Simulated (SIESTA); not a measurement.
The system is HgTe (Coloradoite).

```
Hg Te
1.0
     0.00000    3.21450    3.21450
     3.21450    0.00000    3.21450
     3.21450    3.21450    0.00000
Hg Te
1 1
Direct
  0.00000 0.00000 0.00000
  0.75000 0.75000 0.75000
```

* Program: SIESTA 5.4.2
* Task: single point
* Functional: PBEsol
* Potentials or basis: PseudoDojo 0.4 standard (PBEsol files)
* Basis: DZP (energy shift 0.003 Ry; two zetas on semicore shells)
* Grid cutoff: 800 Ry
* Energy shift: 0.003 Ry
* k mesh: 7 × 7 × 7
* Occupations: fermi-dirac, width 0.05 eV
* Spin: no spin polarisation

On this cell: pressure 2.5 GPa; largest force zero by symmetry; band gap on the k mesh none (metal or under the smearing width).

The same run follows on a disturbed copy (atoms moved at random, drawn with an rms of 0.05 Å):

```
Hg Te
1.0
     0.00000    3.21450    3.21450
     3.21450    0.00000    3.21450
     3.21450    3.21450    0.00000
Hg Te
1 1
Direct
  0.99737 0.00315 0.99558
  0.74873 0.75226 0.74921
```

Q: What changes?

A: The energy (extrapolated to zero smearing) moves by +0.4 meV/atom; pressure 2.5 GPa; largest force 0.099 eV/Å; band gap on the k mesh none (metal or under the smearing width).

Forces in eV/Å, atoms in the order of the input:
```
Hg   0.046  0.087  0.009
Te  -0.047 -0.085 -0.009
```

Stress tensor (GPa, compression positive):
```
2.48 0.03 0.32
0.03 2.48 0.18
0.32 0.18 2.48
```

Caveats: short orbitals over semicore shells can move pressures by several GPa; the valence orbitals were made in a potential fitted to the semicore shell under them, which widens gaps by tenths of an eV or more; the basis of atomic orbitals isn't converged, which shifts pressures, moduli and gaps.
